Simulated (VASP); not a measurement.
# Mg (a cell with a defect) in VASP: notebook

The runs below take Mg (a cell with a defect) through single point, relaxation of the atoms, with PBEsol.

Program: VASP 6.6.1. These are calculated values, not measurements. Logs are shortened: lines on timing, memory, paths and dates and some standing lists are left out, and cuts for length are marked.

### 1 The structure

The cell holds a defect, 13 atoms: a = 6.420 Å, b = 9.630 Å, c = 5.213 Å, α = 90.00°, β = 90.00°, γ = 120.00°.

The cell was built by a generator and needn't be a form met in nature.

### 2 Single point, PBEsol

Input file INCAR:

```
  PREC = Accurate
  ENCUT = 520
  EDIFF = 1E-7
  ISMEAR = -1
  SIGMA = 0.1
  LREAL = False
  LASPH = True
  NELM = 100
  ALGO = Normal
  ISIF = 2
  LWAVE = False
  LCHARG = False
  GGA = PS
  NBANDS = 25
```

Input file KPOINTS:

```
regular mesh
0
Gamma
  3 2 3
```

Input file POSCAR:

```
Mg
1.0
    6.4200000000      0.0000000000      0.0000000000
   -4.8150000000      8.3398250000      0.0000000000
    0.0000000000      0.0000000000      5.2130400000
Mg
13
Direct
    0.0109955133     -0.0027845908     -0.0029347559
    0.1111838364      0.2150928826      0.5129128110
    0.0514574058      0.3434620031      0.0172551908
    0.2567918405      0.6492632639      0.4390524531
   -0.0250683090      0.6267838953     -0.0415922379
   -0.0268275294      0.7955389951      0.4655496601
    0.4621328607     -0.0449327174      0.0172582601
    0.8325187925      0.3683006538      0.5180702623
    0.5025918401      0.3013112385     -0.0029341804
    0.5404086458      0.5029868133      0.4655496601
    0.5386567721      0.6717452704     -0.0415912788
    0.6810634624      0.9302256342      0.5180746743
    0.4023967051      0.0834334054      0.5129153047
```

Potentials or basis: VASP PAW PBE potentials, release 64 (Mg).

Command:

```bash
$ cat potpaw_PBE.64/Mg/POTCAR > POTCAR
$ mpirun -np 1 vasp_std > vasp.out
```

OUTCAR:

```text
PREC = Accurate
   ENCUT = 520
   EDIFF = 1E-7
   ISMEAR = -1
   LREAL = False
   LASPH = True
   NELM = 100
   ISIF = 2
   GGA = PS

 ion  position               nearest neighbor table
   1  0.011  0.997  0.997-   9 3.05   6 3.05  11 3.09   7 3.12  12 3.13   2 3.14   3 3.21   2 3.27
                            12 3.30   6 3.32   7 3.34  13 3.36   5 3.46  13 3.49
   2  0.111  0.215  0.513-  13 2.73  12 2.75  10 2.78   8 2.83   3 2.97   3 3.01   1 3.14   1 3.27
                             9 3.36   9 3.49
   3  0.051  0.343  0.017-   2 2.97   2 3.01   5 3.02   8 3.02   8 3.03   9 3.12  11 3.16   1 3.21
                             9 3.34   4 3.37  10 3.59
   4  0.257  0.649  0.439-  12 2.75   8 2.75  10 2.81   6 2.81   5 3.03  11 3.03   5 3.20  11 3.20
                             3 3.37   7 3.37
   5  0.975  0.627  0.958-   3 3.02   4 3.03  11 3.04   6 3.04   9 3.09   6 3.11   7 3.16   8 3.17
                             4 3.20  11 3.42   1 3.46  10 3.53  10 3.59   8 3.64
   6  0.973  0.796  0.466-  13 2.78  12 2.78  10 2.80   4 2.81   5 3.04   1 3.05   5 3.11   1 3.32
                            11 3.53   7 3.59  11 3.59
   7  0.462  0.955  0.017-  13 2.97  13 3.01  11 3.02  12 3.02  12 3.03   1 3.12   5 3.16   9 3.21
                             1 3.34   4 3.37   6 3.59
   8  0.833  0.368  0.518-   4 2.75  13 2.75  10 2.78   2 2.83   3 3.02   3 3.03   9 3.13   5 3.17
                             9 3.30   5 3.64
   9  0.503  0.301  0.997-   1 3.05  10 3.05   5 3.09   3 3.12   8 3.13  13 3.14   7 3.21  13 3.27
                             8 3.30  10 3.32   3 3.34   2 3.36  11 3.46   2 3.49
  10  0.540  0.503  0.466-   2 2.78   8 2.78   6 2.80   4 2.81  11 3.04   9 3.05  11 3.11   9 3.32
                             5 3.53   3 3.59   5 3.59
  11  0.539  0.672  0.958-   7 3.02   4 3.03   5 3.04  10 3.04   1 3.09  10 3.11   3 3.16  12 3.17
                             4 3.20   5 3.42   9 3.46   6 3.53   6 3.59  12 3.64
  12  0.681  0.930  0.518-   4 2.75   2 2.75   6 2.78  13 2.83   7 3.02   7 3.03   1 3.13  11 3.17
                             1 3.30  11 3.64
  13  0.402  0.083  0.513-   2 2.73   8 2.75   6 2.78  12 2.83   7 2.97   7 3.01   9 3.14   9 3.27
                             1 3.36   1 3.49

  LATTYP: Found a simple monoclinic cell.
 ALAT       =     6.4200000000
 B/A-ratio  =     0.8120000000
 C/A-ratio  =     1.3228757108
 COS(beta)  =    -0.1889822286

  Lattice vectors:

 A1 = (   6.4200000000,   0.0000000000,   0.0000000000)
 A2 = (   0.0000000000,   0.0000000000,   5.2130400000)
 A3 = (  -1.6050000000,  -8.3398250000,   0.0000000000)

Analysis of symmetry for initial positions (statically):
=====================================================================
 Subroutine PRICEL returns:
 Original cell was already a primitive cell.

 Routine SETGRP: Setting up the symmetry group for a
 simple monoclinic supercell.

 Subroutine GETGRP returns: Found  2 space group operations
 (whereof  1 operations were pure point group operations)
 out of a pool of  4 trial point group operations.

The static configuration has the point symmetry C_1 .
 The point group associated with its full space group is C_2 .

Analysis of symmetry for dynamics (positions and initial velocities):
=====================================================================
 Subroutine PRICEL returns:
 Original cell was already a primitive cell.

 Routine SETGRP: Setting up the symmetry group for a
 simple monoclinic supercell.

 Subroutine GETGRP returns: Found  2 space group operations
 (whereof  1 operations were pure point group operations)
 out of a pool of  4 trial point group operations.

The dynamic configuration has the point symmetry C_1 .
 The point group associated with its full space group is C_2 .

 Subroutine INISYM returns: Found  2 space group operations
 (whereof  1 operations are pure point group operations),
 and found     1 'primitive' translations

----------------------------------------------------------------------------------------

                                     Primitive cell

  volume of cell :     279.1149

  direct lattice vectors                    reciprocal lattice vectors
     6.420000000  0.000000000  0.000000000     0.155763240  0.089929945  0.000000000
    -4.815000000  8.339825000  0.000000000     0.000000000  0.119906593  0.000000000
     0.000000000  0.000000000  5.213040000     0.000000000  0.000000000  0.191826650

  length of vectors
     6.420000000  9.630000313  5.213040000     0.179859895  0.119906593  0.191826650

  position of ions in fractional coordinates (direct lattice)
     0.010995513  0.997215409  0.997065244
     0.111183836  0.215092883  0.512912811
     0.051457406  0.343462003  0.017255191
     0.256791840  0.649263264  0.439052453
     0.974931691  0.626783895  0.958407762
     0.973172471  0.795538995  0.465549660
     0.462132861  0.955067283  0.017258260
     0.832518792  0.368300654  0.518070262
[... 37 lines left out ...]
  Length of vectors
     0.059953298  0.059953296  0.063942217

  Shift w.r.t. Gamma in fractional coordinates (k-lattice)
     0.000000000  0.000000000  0.000000000

 -----------------------------------------------------------------------------
|                                                                             |
|           W    W    AA    RRRRR   N    N  II  N    N   GGGG   !!!           |
|           W    W   A  A   R    R  NN   N  II  NN   N  G    G  !!!           |
|           W    W  A    A  R    R  N N  N  II  N N  N  G       !!!           |
|           W WW W  AAAAAA  RRRRR   N  N N  II  N  N N  G  GGG   !            |
|           WW  WW  A    A  R   R   N   NN  II  N   NN  G    G                |
|           W    W  A    A  R    R  N    N  II  N    N   GGGG   !!!           |
|                                                                             |
|     Your reciprocal lattice and k-lattice belong to different lattice       |
|     classes:                                                                |
|                                                                             |
|        The reciprocal lattice is simple monoclinic,                         |
|        whereas your k-lattice is hexagonal.                                 |
|                                                                             |
|     Results are often still useful ...                                      |
|                                                                             |
 -----------------------------------------------------------------------------

 Subroutine IBZKPT returns following result:
 ===========================================

 Found      8 irreducible k-points:

 Following reciprocal coordinates:
            Coordinates               Weight
  0.000000  0.000000  0.000000      1.000000
  0.333333  0.000000  0.000000      2.000000
  0.000000  0.500000  0.000000      1.000000
  0.333333  0.500000  0.000000      2.000000
  0.000000  0.000000  0.333333      2.000000
  0.333333  0.000000  0.333333      4.000000
  0.000000  0.500000  0.333333      2.000000
  0.333333  0.500000  0.333333      4.000000
   k-points           NKPTS =      8   k-points in BZ     NKDIM =      8   number of bands    NBANDS=     25
   number of dos      NEDOS =    301   number of ions     NIONS =     13
   total plane-waves  NPLWV = 138240
   dimension x,y,z NGX =    48 NGY =   72 NGZ =   40
   dimension x,y,z NGXF=    96 NGYF=  144 NGZF=   80
   ions per type =              13
   NGX,Y,Z   is equivalent  to a cutoff of  12.43, 12.43, 12.76 a.u.
   NGXF,Y,Z  is equivalent  to a cutoff of  24.86, 24.86, 25.51 a.u.
 SYSTEM =  unknown system
   PREC   = accura    normal or accurate (medium, high low for compatibility)
   ISTART =      0    job   : 0-new  1-cont  2-samecut
   ICHARG =      2    charge: 1-file 2-atom 10-const
   ISPIN  =      1    spin polarized calculation?
   LNONCOLLINEAR =      F non collinear calculations
   LSORBIT =      F    spin-orbit coupling
   LASPH  =      T    aspherical Exc in radial PAW
   ENCUT  =  520.0 eV  38.22 Ry    6.18 a.u.  11.94 17.91  9.69*2*pi/ulx,y,z
   NELM   =    100;   NELMIN=  2; NELMDL= -5     # of ELM steps
   EDIFF  = 0.1E-06   stopping-criterion for ELM
   LREAL  =      F    real-space projection
   EDIFFG = 0.1E-05   stopping-criterion for IOM
   NSW    =      0    number of steps for IOM
   IBRION =     -1    ionic relax: 0-MD 1-quasi-New 2-CG
   NFREE  =      0    steps in history (QN), initial steepest desc. (CG)
   ISIF   =      2    stress and relaxation
   ISYM   =      2    0-nonsym 1-usesym 2-fastsym
   POTIM  = 0.5000    time-step for ionic-motion
   TEBEG  =    0.0;   TEEND  =   0.0 temperature during run
   PSTRESS=    0.0 pullay stress
   NELECT =      26.0000    total number of electrons
   NUPDOWN=      -1.0000    fix difference up-down
   EMIN   =  10.00;   EMAX   =-10.00  energy-range for DOS
   EFERMI =   0.00;   METHOD = LEGACY
   ISMEAR =    -1;   SIGMA  =   0.10  broadening in eV -4-tet -1-fermi 0-gaus
   EFERMI_NEDOS =   21; number of points for ismear=-14 and -15
   IALGO  =     38    algorithm
   IMIX   =      4    mixing-type and parameters
     AMIX     =   0.40;   BMIX     =  1.00
     AMIX_MAG =   1.60;   BMIX_MAG =  1.00
  volume/ion in A,a.u.               =      21.47       144.89
  Fermi-wavevector in a.u.,A,eV,Ry     =   0.742116  1.402395  7.493214  0.550736
  Thomas-Fermi vector in A             =   1.836918
   LORBIT       =      0    0 simple, 1 ext, 2 COOP (PROOUT), +10 PAW based schemes
   GGA     = PS    functional components
   LHFCALC =     F    Hartree Fock is set to
   AEXX    =    0.0000 exact exchange contribution
   IVDW    =     0    specifies the selected vdW correction
   LEPSILON=     F    determine dielectric tensor
   LRPA    =     F    only Hartree local field effects (RPA)
 non-spin polarized calculation
  energy-cutoff  :      520.00
  volume of cell :      279.11
 maximum number of plane-waves:      7549
 NGX is ok and might be reduce to    48
   NGX = 23   NGY = 35   NGZ = 19

 number of electron      26.0000000 magnetization

 Free energy of the ion-electron system (eV)
  ---------------------------------------------------
  ext. energy  EPLUGINS =         0.00000000
  ---------------------------------------------------
  free energy    TOTEN  =       -19.94844495 eV

  energy without entropy =      -19.67572673  energy(sigma->0) =      -19.81208584

 E-fermi :   2.8260     XC(G=0):  -8.7362

 val. band max:        2.7967242874   @ k =   0.3333   0.5000   0.0000
 cond. band min:       2.8262014217   @ k =   0.3333   0.0000   0.0000
 fundamental gap:      0.0294771343
 Fermi energy:         2.8259633688

 k-point     1 :       0.0000    0.0000    0.0000
  band No.  band energies     occupation
      1      -4.2965      2.00000
      2      -2.1887      2.00000
      3      -2.1273      2.00000
      4      -0.5992      2.00000
      5      -0.5540      2.00000
      6       0.4338      2.00000
[... 213 lines left out ...]
     24       6.7727      0.00000
     25       7.0317      0.00000

------------------------ aborting loop because EDIFF is reached ----------------------------------------

  FORCE on cell =-STRESS in cart. coord.  units (eV):
  Direction    XX          YY          ZZ          XY          YZ          ZX
  --------------------------------------------------------------------------------------
  -------------------------------------------------------------------------------------
  Total       10.0402510      8.5901264      1.7614903      1.0664165      0.0000000      0.0000000
  in kB       57.6331199     49.3091044     10.1113190      6.1214518      0.0000000      0.0000000
  external PRESSURE =      39.0178477 kB  Pullay stress =       0.0000000 kB

 VOLUME and BASIS-vectors are now :
 -----------------------------------------------------------------------------
  energy-cutoff  :      520.00
  volume of cell :      279.11
      direct lattice vectors                 reciprocal lattice vectors
     6.420000000  0.000000000  0.000000000     0.155763240  0.089929945  0.000000000
    -4.815000000  8.339825000  0.000000000     0.000000000  0.119906593  0.000000000
     0.000000000  0.000000000  5.213040000     0.000000000  0.000000000  0.191826650

 POSITION                                       TOTAL-FORCE (eV/Angst)
 -----------------------------------------------------------------------------------
     -4.73100      8.31660      5.19774         0.000419     -0.000120      0.000211
     -0.32187      1.79384      2.67384        -0.000286      0.000914     -0.000108
     -1.32341      2.86441      0.08995         0.000069      0.000704      0.000063
     -1.47760      5.41474      2.28880        -0.000000      0.000000     -0.000664
      3.24110      5.22727      4.99622        -0.000468     -0.000599      0.000061
      2.41725      6.63466      2.42693        -0.000190     -0.000494     -0.000239
     -1.63176      7.96509      0.08997        -0.000069     -0.000704      0.000063
      3.57140      3.07156      2.70072         0.000047      0.000510      0.000345
      1.77583      2.51288      5.19774        -0.000419      0.000120      0.000211
      1.04754      4.19482      2.42693         0.000190      0.000494     -0.000239
      0.22372      5.60224      4.99622         0.000468      0.000599      0.000061
     -0.10661      7.75792      2.70074        -0.000047     -0.000510      0.000345
      2.18165      0.69582      2.67385         0.000286     -0.000914     -0.000108
 -----------------------------------------------------------------------------------
    total drift:                               -0.001214      0.000098      0.000015

  FREE ENERGIE OF THE ION-ELECTRON SYSTEM (eV)
  ---------------------------------------------------
  free  energy   TOTEN  =       -19.9484449472 eV

  energy  without entropy=      -19.6757267327  energy(sigma->0) =      -19.81208584
```

It took 67 s on 1 thread of Intel Xeon Platinum 8488C (Sapphire Rapids), shared host; peak memory 0.35 GiB.

What came out:

```yaml
Free_energy: -19.9484 eV
Pressure: 3.9 GPa
Band_gap_on_the_k_mesh: none (metal or under the smearing width)
```

Stress tensor (GPa, compression positive):
```
5.76 0.61 0.00
0.61 4.93 0.00
0.00 0.00 1.01
```

Caveat: the k mesh is coarse (spacing up to 0.40 Å⁻¹), so the values aren't converged; the PAW data sets were made with another functional, which shifts forces and pressure a little.

### 3 Single point, PBEsol

Input file INCAR:

```
  ALGO = Normal
  EDIFF = 1E-7
  ENCUT = 520
  GGA = PS
  ISIF = 2
  ISMEAR = -1
  LASPH = T
  LCHARG = T
  LELF = T
  LREAL = F
  LVHAR = T
  LWAVE = F
  NBANDS = 25
  NELM = 100
  PREC = Accurate
  SIGMA = 0.1
```

Input file KPOINTS:

```
k-points
0
Gamma
  3 2 3
```

Input file POSCAR:

```
Mg
1.0
    6.4200000000      0.0000000000      0.0000000000
   -4.8150000000      8.3398250000      0.0000000000
    0.0000000000      0.0000000000      5.2130400000
Mg
13
Direct
    0.0087043000     -0.0124291577      0.0042583598
    0.1169882358      0.2136283435      0.5625586990
    0.0028727584      0.3171586934      0.0811940825
    0.2485225716      0.6360988390      0.4450441585
   -0.0288933532      0.6291226734     -0.0100413578
    0.0049077294      0.8126767648      0.5199231159
    0.4712231195     -0.0344171490     -0.0772884919
    0.8367297137      0.3643920586      0.5905634716
    0.4825768057      0.3098774854     -0.0255035450
    0.5683403140      0.5100049461      0.4364831269
    0.5204907258      0.6637726811     -0.0601142520
    0.6790136919      0.9266338322      0.4380737535
    0.4279733018      0.1026993972      0.4099937848
```

Potentials or basis: VASP PAW PBE potentials, release 64 (Mg).

Command:

```bash
$ cat potpaw_PBE.64/Mg/POTCAR > POTCAR
$ mpirun -np 1 vasp_std > vasp.out
```

It took 83 s on 1 thread of Intel Xeon Platinum 8488C (Sapphire Rapids), shared host; peak memory 0.36 GiB.

It converged, with:

```yaml
Free_energy: -20.1141 eV
Pressure: 3.8 GPa
Largest_force: 0.063 eV/Å
Band_gap_on_the_k_mesh: none (metal or under the smearing width)
```

Forces on the atoms (eV/Å):
```
Mg   0.004 -0.009  0.007
Mg   0.006 -0.001  0.033
Mg  -0.021 -0.025  0.042
Mg   0.002 -0.012  0.006
Mg  -0.005  0.002  0.022
Mg   0.014  0.016  0.036
Mg   0.001  0.009 -0.055
Mg   0.005 -0.003  0.048
Mg  -0.021  0.009 -0.010
Mg   0.016  0.007 -0.015
Mg  -0.009 -0.007 -0.008
Mg   0.001 -0.003 -0.046
Mg   0.008  0.017 -0.060
```

Stress tensor (GPa, compression positive):
```
 4.85  0.38  0.11
 0.38  3.29 -0.20
 0.11 -0.20  3.33
```

Levels at points of the mesh, in eV from the Fermi level:
```tsv
k point	band 10	band 11	band 12	band 13	band 14	band 15	band 16	band 17
(0.00, 0.00, 0.00)	-0.43	-0.38	0.04	0.06	0.38	0.42	1.18	1.32
(0.00, 0.50, 0.00)	-1.38	-1.10	-0.95	-0.42	-0.28	1.57	1.57	1.79
```

Caveat: the k mesh is coarse (spacing up to 0.40 Å⁻¹), so the values aren't converged; the PAW data sets were made with another functional, which shifts forces and pressure a little.

(Part 1 of 2 ends here.)
